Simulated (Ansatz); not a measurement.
I need a single point of N, space group P6_3/mmc. Use Ansatz 0.2.0 through its Python package. Settings: PBE, norm-conserving potentials, the default cutoff (1240 eV here), 4×4×2 k-points, Methfessel-Paxton smearing of 0.05 eV.

```xyz
4
Lattice="4.1672 0.0000 0.0000 -2.0836 3.6089 0.0000 0.0000 0.0000 7.0060" Properties=species:S:1:pos:R:3 pbc="T T T"
N     0.0000    2.4060    2.3045
N     0.0000    2.4060    1.1985
N     2.0836    1.2030    5.8075
N     2.0836    1.2030    4.7015
```

`n_scf.py`
```python
# -*- coding: utf-8 -*-
import warnings

import ansatz as az
import numpy as np

warnings.simplefilter("ignore", az.DeckWarning)

vectors = np.array([
    [4.167233, 0.0, 0.0],
    [-2.083616, 3.608929, 0.0],
    [0.0, 0.0, 7.006004],
])
crystal = (
    az.Lattice.of(vectors)
    .atom("N", [1 / 3, 2 / 3, 0.32893])
    .atom("N", [1 / 3, 2 / 3, 0.17107])
    .atom("N", [2 / 3, 1 / 3, 0.82893])
    .atom("N", [2 / 3, 1 / 3, 0.67107])
)

calculation = (
    crystal.calculation()
    .functional("PBE")
    .pseudopotentials("nc")
    .accuracy("high")
    .kpoints(mesh=(4, 4, 2))
    .occupations(az.OccupationsMethod.METHFESSEL_PAXTON, width=0.05)
    .mixing("anderson", preconditioner="kerker_dos")
    .eigensolver("auto", mixed_precision=False)
    .scf(max_iterations=200, lower_state_search="light")
    .compute(density=True, stress=True)
)
def show(event):
    row = event["data"]
    if event["event"] == "scf_iter" and row.get("free_energy_ev") is not None:
        print(f"  iteration {row['iter']:3d}  F = {row['free_energy_ev']:.6f} eV  residual {row['dr2_ev']:.2e}")


res = calculation.session().plan().execute(on_event=show)
report = res.report

energy = report["free_energy_ev"]
print("N: {:.6f} eV = {:.6f} Ry = {:.6f} Ha".format(energy, energy / 13.605693, energy / 27.211386))
print("Fermi level {:.4f} eV, {} k-points, {} symmetry operations".format(report["fermi_energy_ev"], report["n_kpoints"], report["n_symmetry_ops"]))

rho = res.density()
total = sum(ch.density_e_per_ang3 for ch in rho.channels[:2]) if len(rho.channels) < 3 else rho.channels[0].density_e_per_ang3
print("grid", rho.dims, "electrons", round(float(total.mean() * rho.cell_volume_ang3), 4))
print(f"density range {total.min():.4f} to {total.max():.4f} e/A^3")
print(np.array2string(total[:: max(rho.dims[0] // 8, 1), :: max(rho.dims[1] // 8, 1), 0], precision=3, suppress_small=True))

stress = np.array(report["stress_gpa"])
print(f"pressure {np.trace(stress) / 3:.3f} GPa")
print(np.round(stress, 3) + 0.0)
```

```console
$ python n_scf.py
  iteration   7  F = -1178.145449 eV  residual 6.02e-08
  iteration  10  F = -1178.145449 eV  residual 8.67e-13
N: -1178.145449 eV = -86.592094 Ry = -43.296047 Ha
Fermi level -2.3790 eV, 8 k-points, 24 symmetry operations
grid (54, 54, 96) electrons 20.0
density range 0.0009 to 5.1346 e/A^3
[[0.001 0.002 0.005 0.012 0.02  0.02  0.012 0.005 0.002]
 [0.002 0.002 0.004 0.011 0.027 0.037 0.027 0.011 0.004]
 [0.005 0.004 0.005 0.011 0.035 0.073 0.073 0.035 0.011]
 [0.012 0.011 0.011 0.012 0.027 0.073 0.11  0.073 0.027]
 [0.02  0.027 0.035 0.027 0.02  0.037 0.073 0.073 0.037]
 [0.02  0.037 0.073 0.073 0.037 0.02  0.027 0.035 0.027]
 [0.012 0.027 0.073 0.11  0.073 0.027 0.012 0.011 0.011]
 [0.005 0.011 0.035 0.073 0.073 0.035 0.011 0.005 0.004]
 [0.002 0.004 0.011 0.027 0.037 0.027 0.011 0.004 0.002]]
pressure -0.421 GPa
[[ 0.242  0.     0.   ]
 [ 0.     0.242  0.   ]
 [ 0.     0.    -1.745]]
```

The settings weren't tested for convergence. Energy and stress may still move on a finer k-point mesh. Only differences from the Fermi energy are physical; the zero of the scale is a convention. No spin polarisation was allowed. Pressure is positive in compression. In a crystal with a gap the Fermi level's place inside it depends on smearing and mesh. Densities and potentials on the grid are those of the valence electrons, and inside the cores they hang on the potentials used. This isn't the structure that N takes at ambient conditions.

(A comment or docstring line of the script was reworded after the run, the code is as it ran; lines on the test bed's own set-up are left out of the output.)
